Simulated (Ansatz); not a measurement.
# Al3Cu: further runs on the relaxed cell

An exercise on one series of results from a longer session: the logs are not shown, and one member is left open.

Program: Ansatz 0.2.0. Level of theory: DFT PBEsol, scalar-relativistic, plane waves, PAW. These are calculated values, not measurements.

1 further run of the same task is left out (set aside as unsound or not needed).

## The structure to begin with

It takes space group P4/mmm (No. 123, tetragonal). The conventional cell has a = 2.780 Å, b = 2.780 Å, c = 7.603 Å, α = 90.00°, β = 90.00°, γ = 90.00°. Around Al (site symmetry 4/mmm) lie 12 Al at 2.78 to 2.89 Å. Al (site symmetry 4mm) is surrounded by 4 Cu at 2.58 Å and 8 Al at 2.78 to 2.89 Å. Cu (site symmetry 4/mmm) is surrounded by 8 Al at 2.58 Å and 4 Cu at 2.78 Å.

Structure file:

```
Al Cu
1.0
     2.77968    0.00000    0.00000
     0.00000    2.77968    0.00000
     0.00000    0.00000    7.60296
Al Cu
3 1
Cartesian
  0.0000 0.0000 3.8015
  1.3898 1.3898 1.6779
  1.3898 1.3898 5.9251
  0.0000 0.0000 0.0000
```

It goes back to an entry of the Materials Project, which need not be the stable form.

This cell was relaxed beforehand with the same method: volume 14.69 Å³/atom, gap on the mesh none (metal).

The first run:

The input, input.yaml:

```yaml
crystal:
  lattice:
    - [2.7516034843, 0.0, 0.0]
    - [0.0, 2.7516034843, 0.0]
    - [0.0, 0.0, 7.5261543136]
  atoms:
    - { symbol: Al, position: [0.0, 0.0, 0.5] }
    - { symbol: Al, position: [0.5, 0.5, 0.2206884218] }
    - { symbol: Al, position: [0.5, 0.5, 0.7793115782] }
    - { symbol: Cu, position: [0.0, 0.0, 0.0] }
basis:
  ecutwfc: 420
kpoints:
  mp_grid: { grid: [16, 16, 6] }
hamiltonian:
  xc: pbesol
scf:
  occupations: { method: gaussian, width: 0.1 }
output:
  forces: true
  stress: true
  eigenvalues: true
relax:
  adjacent_minimum: "off"
  f_tol: 0.01
  max_steps: 30
  cell: { stress_tol: 0.1, fix: [volume] }
```

The run is started by

```
$ ansatz run input.yaml --threads 1 --pin off --max-ram 2560MiB --backend cpu --events-out ev --progress --plain --runs-dir out
```

Steps of the session up to this table: The cell scaled to 0.97 of its volume; Volume × 1.03; The cell scaled to 0.94 of its volume; Point at V/V0 = 1.06; Volume × 0.91; The cell scaled to 1.10 of its volume; Volume × 0.88.

One of the session's tables, all rows but one given; the rest of the session is left out.

It belongs to the step «Equation of state». 

| volume (Å³/atom) | energy above the lowest point (meV/atom) | pressure (GPa) |
| --- | --- | --- |
| 12.924 | 82.8 | 16.93 |
| 13.365 | 43.7 | 11.59 |
| 13.805 | ? | ? |
| 14.246 | 4.3 | 3.23 |
| 14.686 | 0.0 | -0.01 |
| 15.127 | 3.9 | -2.76 |
| 15.568 | 14.8 | -5.06 |
| 16.155 | 38.2 | -7.56 |

Q: Estimate the row for volume (Å³/atom) = 13.805 from the others.

Worked estimate for «energy above the lowest point (meV/atom)». A straight line through the neighbours (13.365, 43.7) and (14.246, 4.3) gives 43.7 + (4.3 − 43.7) × (13.805 − 13.365) / (14.246 − 13.365) = 24.0; a parabola fitted to 4 rows on both sides gives 18.2.

The run gave: energy above the lowest point (meV/atom): 18.3; pressure (GPa): 7.06. In «energy above the lowest point (meV/atom)» the line misses by +5.7 and the parabola by -0.1.
